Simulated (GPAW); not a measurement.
A run of GPAW 26.7.0 is set up as follows.

The input run.py:

```python
from ase.eos import EquationOfState
from ase.io import Trajectory
from ase.spacegroup import crystal
from ase.units import GPa
from gpaw import GPAW, PW, setup_paths

setup_paths.insert(0, '.')

# Al 2b
# N 2b
atoms = crystal(['Al', 'N'],
                basis=[[0.6666666667, 0.3333333333, 0.5],
                       [0.6666666667, 0.3333333333, 0.88]],
                spacegroup=186, setting=1,  # P6_3mc
                cellpar=[3.113, 3.113, 4.981, 90.0, 90.0, 120.0],
                primitive_cell=True)

traj = Trajectory('eos.traj', 'w')
volumes, energies = [], []
for x in [0.94, 0.96, 0.98, 1.0, 1.02, 1.04, 1.06]:
    a = atoms.copy()
    a.set_cell(atoms.cell * x**(1 / 3), scale_atoms=True)
    calc = GPAW(mode=PW(800),
                xc='PBE',
                kpts={'size': (7, 7, 4), 'gamma': True},
                occupations={'name': 'fermi-dirac', 'width': 0.05},
                nbands=18,
                convergence={'density': 1e-05, 'energy': 1e-05},
                maxiter=150,
                txt=f'eos-{x:.2f}.txt')
    a.calc = calc
    energies.append(a.get_potential_energy(force_consistent=True))
    volumes.append(a.get_volume())
    p = -a.get_stress()[:3].mean() / GPa
    calc.write(f'eos-{x:.2f}.gpw')
    traj.write(a)
    print(f'{x:.2f} {volumes[-1]:10.4f} A^3 {energies[-1]:14.6f} eV {p:9.3f} GPa', flush=True)

v0, e0, B = EquationOfState(volumes, energies, eos='birchmurnaghan').fit()
print(f'V0 = {v0:.4f} A^3, E0 = {e0:.6f} eV, B0 = {B / GPa:.2f} GPa')
```

Potentials or basis: PAW data sets generated in the run's folder for this functional, pw.

Command:

```bash
$ gpaw-setup -f PBE Al N
$ OMP_NUM_THREADS=1 python run.py
```

Predict the pressure derivative of the bulk modulus.

4.1.

Predict the equilibrium volume.

10.72 Å³/atom.

Energy against volume, from the lowest point:
```tsv
volume (Å³/atom)	energy (meV/atom)
9.824	52.81
10.033	29.94
10.242	14.01
10.451	4.22
10.660	0.00
10.869	0.99
11.078	6.46
```

Caveat: the cell was scaled at fixed shape and fractional positions, which overstates the stiffness of a crystal with free parameters, most of all of layers and chains.
